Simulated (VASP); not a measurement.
# Pd (Im-3m) in VASP: settings compared

Aim: see how the results for Pd move with the level of theory and the settings. Levels: PBEsol, r2SCAN. Tasks: single point.

Everything below comes from runs of VASP 6.6.1. Logs are shortened: lines on timing, memory, paths and dates and some standing lists are left out, and cuts for length are marked.

## Step 1: Starting point

It takes space group Im-3m (No. 229, cubic). The conventional cell has a = 3.082 Å, b = 3.082 Å, c = 3.082 Å, α = 90.00°, β = 90.00°, γ = 90.00°. Pd (site symmetry m-3m) is surrounded by 8 Pd at 2.67 Å.

This isn't the form of Pd at room conditions, which is fcc.

## Step 2: Single point, PBEsol

File INCAR:

```
SYSTEM = Pd
ALGO = Normal
EDIFF = 1E-6
ENCUT = 900
GGA = PS
ISIF = 2
ISMEAR = 0
LASPH = .True.
LCHARG = .True.
LELF = .True.
LREAL = .False.
LVHAR = .True.
LWAVE = .False.
NBANDS = 11
NELM = 60
PREC = Accurate
SIGMA = 0.1
```

File KPOINTS:

```
k-points
0
Gamma
  18 18 18
  0 0 0
```

File POSCAR:

```
Pd
1.0
   -1.5407700000      1.5407700000      1.5407700000
    1.5407700000     -1.5407700000      1.5407700000
    1.5407700000      1.5407700000     -1.5407700000
Pd
1
Direct
    0.0000000000      0.0000000000      0.0000000000
```

Potentials or basis: VASP PAW PBE potentials, release 64 (Pd).

Command:

```bash
cat potpaw_PBE.64/Pd/POTCAR > POTCAR
mpirun -np 1 vasp_std > vasp.out
```

OUTCAR:

```text
SYSTEM = Pd
   EDIFF = 1E-6
   ENCUT = 900
   GGA = PS
   ISIF = 2
   ISMEAR = 0
   LASPH = .True.
   LREAL = .False.
   NELM = 60
   PREC = Accurate

 ion  position               nearest neighbor table
   1  0.000  0.000  0.000-

  LATTYP: Found a body centered cubic cell.
 ALAT       =     3.0815400000

  Lattice vectors:

 A1 = (  -1.5407700000,   1.5407700000,   1.5407700000)
 A2 = (   1.5407700000,  -1.5407700000,   1.5407700000)
 A3 = (   1.5407700000,   1.5407700000,  -1.5407700000)

Analysis of symmetry for initial positions (statically):
=====================================================================
 Subroutine PRICEL returns:
 Original cell was already a primitive cell.

 Routine SETGRP: Setting up the symmetry group for a
 body centered cubic supercell.

 Subroutine GETGRP returns: Found 48 space group operations
 (whereof 48 operations were pure point group operations)
 out of a pool of 48 trial point group operations.

The static configuration has the point symmetry O_h .

Analysis of symmetry for dynamics (positions and initial velocities):
=====================================================================
 Subroutine PRICEL returns:
 Original cell was already a primitive cell.

 Routine SETGRP: Setting up the symmetry group for a
 body centered cubic supercell.

 Subroutine GETGRP returns: Found 48 space group operations
 (whereof 48 operations were pure point group operations)
 out of a pool of 48 trial point group operations.

The dynamic configuration has the point symmetry O_h .

 Subroutine INISYM returns: Found 48 space group operations
 (whereof 48 operations are pure point group operations),
 and found     1 'primitive' translations

----------------------------------------------------------------------------------------

                                     Primitive cell

  volume of cell :      14.6310

  direct lattice vectors                    reciprocal lattice vectors
    -1.540770000  1.540770000  1.540770000     0.000000000  0.324513068  0.324513068
     1.540770000 -1.540770000  1.540770000     0.324513068  0.000000000  0.324513068
     1.540770000  1.540770000 -1.540770000     0.324513068  0.324513068  0.000000000

  length of vectors
     2.668691923  2.668691923  2.668691923     0.458930782  0.458930782  0.458930782

  position of ions in fractional coordinates (direct lattice)
     0.000000000  0.000000000  0.000000000

  ion indices of the primitive-cell ions
   primitive index   ion index
                 1           1

----------------------------------------------------------------------------------------

 KPOINTS: k-points

Automatic generation of k-mesh.
 Grid dimensions read from file:
 generate k-points for:   18   18   18

 Generating k-lattice:

  Cartesian coordinates                     Fractional coordinates (reciprocal lattice)
     0.000000000  0.018028504  0.018028504     0.055555556  0.000000000  0.000000000
     0.018028504  0.000000000  0.018028504     0.000000000  0.055555556  0.000000000
     0.018028504  0.018028504  0.000000000     0.000000000  0.000000000  0.055555556

  Length of vectors
     0.025496155  0.025496155  0.025496155

  Shift w.r.t. Gamma in fractional coordinates (k-lattice)
     0.000000000  0.000000000  0.000000000

 Subroutine IBZKPT returns following result:
 ===========================================

 Found    195 irreducible k-points:

 Following reciprocal coordinates:
            Coordinates               Weight
  0.000000  0.000000  0.000000      1.000000
  0.055556  0.000000  0.000000     12.000000
  0.111111  0.000000  0.000000     12.000000
  0.166667  0.000000  0.000000     12.000000
  0.222222  0.000000  0.000000     12.000000
  0.277778  0.000000  0.000000     12.000000
[... 16 lines left out ...]
  0.333333  0.111111  0.000000     48.000000
  0.388889  0.111111 -0.000000     48.000000
 [... further k-points ...]
   k-points           NKPTS =    195   k-points in BZ     NKDIM =    195   number of bands    NBANDS=     11
   number of dos      NEDOS =    301   number of ions     NIONS =      1
   total plane-waves  NPLWV =  21952
   dimension x,y,z NGX =    28 NGY =   28 NGZ =   28
   dimension x,y,z NGXF=    56 NGYF=   56 NGZF=   56
   ions per type =               1
   NGX,Y,Z   is equivalent  to a cutoff of  17.44, 17.44, 17.44 a.u.
   NGXF,Y,Z  is equivalent  to a cutoff of  34.89, 34.89, 34.89 a.u.
 SYSTEM =  Pd
   PREC   = accura    normal or accurate (medium, high low for compatibility)
   ISTART =      0    job   : 0-new  1-cont  2-samecut
   ICHARG =      2    charge: 1-file 2-atom 10-const
   ISPIN  =      1    spin polarized calculation?
   LNONCOLLINEAR =      F non collinear calculations
   LSORBIT =      F    spin-orbit coupling
   LASPH  =      T    aspherical Exc in radial PAW
   ENCUT  =  900.0 eV  66.15 Ry    8.13 a.u.   6.53  6.53  6.53*2*pi/ulx,y,z
   NELM   =     60;   NELMIN=  2; NELMDL= -5     # of ELM steps
   EDIFF  = 0.1E-05   stopping-criterion for ELM
   LREAL  =      F    real-space projection
   EDIFFG = 0.1E-04   stopping-criterion for IOM
   NSW    =      0    number of steps for IOM
   IBRION =     -1    ionic relax: 0-MD 1-quasi-New 2-CG
   NFREE  =      0    steps in history (QN), initial steepest desc. (CG)
   ISIF   =      2    stress and relaxation
   ISYM   =      2    0-nonsym 1-usesym 2-fastsym
   POTIM  = 0.5000    time-step for ionic-motion
   TEBEG  =    0.0;   TEEND  =   0.0 temperature during run
   PSTRESS=    0.0 pullay stress
   NELECT =      10.0000    total number of electrons
   NUPDOWN=      -1.0000    fix difference up-down
   EMIN   =  10.00;   EMAX   =-10.00  energy-range for DOS
   EFERMI =   0.00;   METHOD = LEGACY
   ISMEAR =     0;   SIGMA  =   0.10  broadening in eV -4-tet -1-fermi 0-gaus
   EFERMI_NEDOS =   21; number of points for ismear=-14 and -15
   IALGO  =     38    algorithm
   IMIX   =      4    mixing-type and parameters
     AMIX     =   0.40;   BMIX     =  1.00
     AMIX_MAG =   1.60;   BMIX_MAG =  1.00
  volume/ion in A,a.u.               =      14.63        98.73
  Fermi-wavevector in a.u.,A,eV,Ry     =   1.442061  2.725100 28.293866  2.079540
  Thomas-Fermi vector in A             =   2.560624
   LORBIT       =      0    0 simple, 1 ext, 2 COOP (PROOUT), +10 PAW based schemes
   GGA     = PS    functional components
   LHFCALC =     F    Hartree Fock is set to
   AEXX    =    0.0000 exact exchange contribution
   IVDW    =     0    specifies the selected vdW correction
   LEPSILON=     F    determine dielectric tensor
   LRPA    =     F    only Hartree local field effects (RPA)
 non-spin polarized calculation
 Gauss-broadening in eV      SIGMA  =   0.10
  energy-cutoff  :      900.00
  volume of cell :       14.63
 maximum number of plane-waves:       935
 NGX is ok and might be reduce to    28
   NGX = 13   NGY = 13   NGZ = 13

 number of electron      10.0000000 magnetization

 number of electron       9.9999999 magnetization

 Free energy of the ion-electron system (eV)
  ---------------------------------------------------
  ext. energy  EPLUGINS =         0.00000000
  ---------------------------------------------------
  free energy    TOTEN  =        -5.91271588 eV

  energy without entropy =       -5.90682321  energy(sigma->0) =       -5.90976955

 E-fermi :   9.7581     XC(G=0): -13.4253

 val. band max:        9.7431269949   @ k =  -0.4444  -0.4444   0.3333
 cond. band min:       9.7660611551   @ k =   0.5000   0.5000   0.4444
 fundamental gap:      0.0229341602
 Fermi energy:         9.7581394289

 k-point     1 :       0.0000    0.0000    0.0000
  band No.  band energies     occupation
      1       2.4622      2.00000
      2       6.7390      2.00000
      3       6.7390      2.00000
      4       6.7390      2.00000
      5       8.7882      2.00000
      6       8.7882      2.00000
      7      29.0966      0.00000
      8      29.0966      0.00000
      9      29.0966      0.00000
     10      36.0065      0.00000
     11      37.7803      0.00000

 k-point     2 :       0.0556    0.0000    0.0000
  band No.  band energies     occupation
      1       2.5822      2.00000
      2       6.6973      2.00000
      3       6.7404      2.00000
      4       6.8253      2.00000
      5       8.7381      2.00000
      6       8.7912      2.00000
      7      29.0451      0.00000
      8      29.1215      0.00000
      9      29.2449      0.00000
     10      35.9863      0.00000
     11      36.5450      0.00000

 k-point     3 :       0.1111    0.0000    0.0000
  band No.  band energies     occupation
      1       2.9291      2.00000
      2       6.5792      2.00000
      3       6.7416      2.00000
      4       7.0794      2.00000
      5       8.6169      2.00000
      6       8.8013      2.00000
      7      28.7508      0.00000
      8      29.0988      0.00000
      9      29.6744      0.00000
     10      35.2092      0.00000
     11      35.6867      0.00000

 k-point     4 :       0.1667    0.0000    0.0000
  band No.  band energies     occupation
      1       3.4539      2.00000
      2       6.4034      2.00000
      3       6.7509      2.00000
      4       7.4859      2.00000
      5       8.4964      2.00000
      6       8.8210      2.00000
      7      27.8758      0.00000
      8      28.7724      0.00000
      9      30.3409      0.00000
     10      34.6121      0.00000
     11      34.8346      0.00000
[... 239 lines left out ...]
 k-point    22 :       0.2778    0.1111   -0.0000
  band No.  band energies     occupation
      1       4.8110      2.00000
      2       5.8570      2.00000
      3       7.3350      2.00000
      4       8.4645      2.00000
      5       9.0707      2.00000
      6      10.1824      0.00000
      7      22.2139      0.00000
      8      25.5736      0.00000
      9      28.5542      0.00000
     10      32.6276      0.00000
     11      35.9031      0.00000

 k-point    23 :       0.3333    0.1111    0.0000
  band No.  band energies     occupation
      1       4.7242      2.00000
      2       5.7146      2.00000
      3       7.9376      2.00000
      4       8.6085      2.00000
      5       9.2322      2.00000
      6      11.1869      0.00000
      7      20.1502      0.00000
      8      24.9115      0.00000
      9      27.5807      0.00000
     10      33.3695      0.00000
     11      36.2544      0.00000

 k-point    24 :       0.3889    0.1111   -0.0000
  band No.  band energies     occupation
      1       4.6272      2.00000
      2       5.6262      2.00000
      3       8.2962      2.00000
      4       8.6761      2.00000
      5       9.4949      1.99980
      6      12.1910      0.00000
      7      18.4581      0.00000
      8      24.4736      0.00000
      9      26.9381      0.00000
     10      33.9171      0.00000
     11      35.9080      0.00000

 [... further k-points ...]

------------------------ aborting loop because EDIFF is reached ----------------------------------------

  FORCE on cell =-STRESS in cart. coord.  units (eV):
  Direction    XX          YY          ZZ          XY          YZ          ZX
  --------------------------------------------------------------------------------------
  -------------------------------------------------------------------------------------
  Total        0.0105174      0.0105174      0.0105174      0.0000000      0.0000000     -0.0000000
  in kB        1.1517210      1.1517210      1.1517210      0.0000000      0.0000000     -0.0000000
  external PRESSURE =       1.1517210 kB  Pullay stress =       0.0000000 kB

 VOLUME and BASIS-vectors are now :
 -----------------------------------------------------------------------------
  energy-cutoff  :      900.00
  volume of cell :       14.63
      direct lattice vectors                 reciprocal lattice vectors
    -1.540770000  1.540770000  1.540770000     0.000000000  0.324513068  0.324513068
     1.540770000 -1.540770000  1.540770000     0.324513068  0.000000000  0.324513068
     1.540770000  1.540770000 -1.540770000     0.324513068  0.324513068  0.000000000

 POSITION                                       TOTAL-FORCE (eV/Angst)
 -----------------------------------------------------------------------------------
      0.00000      0.00000      0.00000        -0.000000      0.000000     -0.000000
 -----------------------------------------------------------------------------------
    total drift:                               -0.000000     -0.000000     -0.000000

  FREE ENERGIE OF THE ION-ELECTRON SYSTEM (eV)
  ---------------------------------------------------
  free  energy   TOTEN  =        -5.9127158835 eV

  energy  without entropy=       -5.9068232112  energy(sigma->0) =       -5.90976955
```

It used 120 s of CPU time on 1 thread of Intel(R) Xeon(R) Platinum 8175M CPU @ 2.50GHz (Skylake/Cascade Lake) (shared host), which was overloaded at the time.

What came out:

* Free energy: -5.9127 eV
* Pressure: 0.1 GPa
* Band gap on the k mesh: none (metal or under the smearing width)

Caveat: the PAW data sets were made with another functional, which shifts forces and pressure a little.

## Step 3: Single point, r2SCAN

File INCAR:

```
SYSTEM = Pd
ALGO = Normal
EDIFF = 1E-6
ENCUT = 520
ISIF = 2
ISMEAR = 0
LASPH = .True.
LCHARG = .True.
LELF = .True.
LMIXTAU = .True.
LREAL = .False.
LVHAR = .True.
LWAVE = .False.
METAGGA = R2SCAN
NBANDS = 11
NELM = 60
PREC = Accurate
SIGMA = 0.1
```

KPOINTS is that of step 2.

POSCAR is that of step 2.

Potentials or basis: VASP PAW PBE potentials, release 64 (Pd).

Command:

```bash
cat potpaw_PBE.64/Pd/POTCAR > POTCAR
mpirun -np 1 vasp_std > vasp.out
```

It used 210 s of CPU time on 1 thread of Intel(R) Xeon(R) Platinum 8175M CPU @ 2.50GHz (Skylake/Cascade Lake) (shared host), which was overloaded at the time.

It converged, with:

```yaml
Free_energy: -22.9028 eV
Pressure: 5.9 GPa
Band_gap_on_the_k_mesh: none (metal or under the smearing width)
```

Levels at points of the mesh, in eV from the Fermi level:
| k point | band 3 | band 4 | band 5 | band 6 | band 7 | band 8 |
| --- | --- | --- | --- | --- | --- | --- |
| (0.00, 0.00, 0.00) | -3.11 | -3.11 | -1.08 | -1.08 | 20.37 | 20.37 |
| (0.50, 0.00, 0.00) | -1.13 | -0.83 | 0.63 | 1.65 | 8.44 | 15.96 |
| (0.50, 0.50, 0.50) | 0.23 | 0.23 | 0.23 | 9.84 | 9.84 | 9.84 |

Caveat: the PAW data sets were made with another functional, which shifts forces and pressure a little.
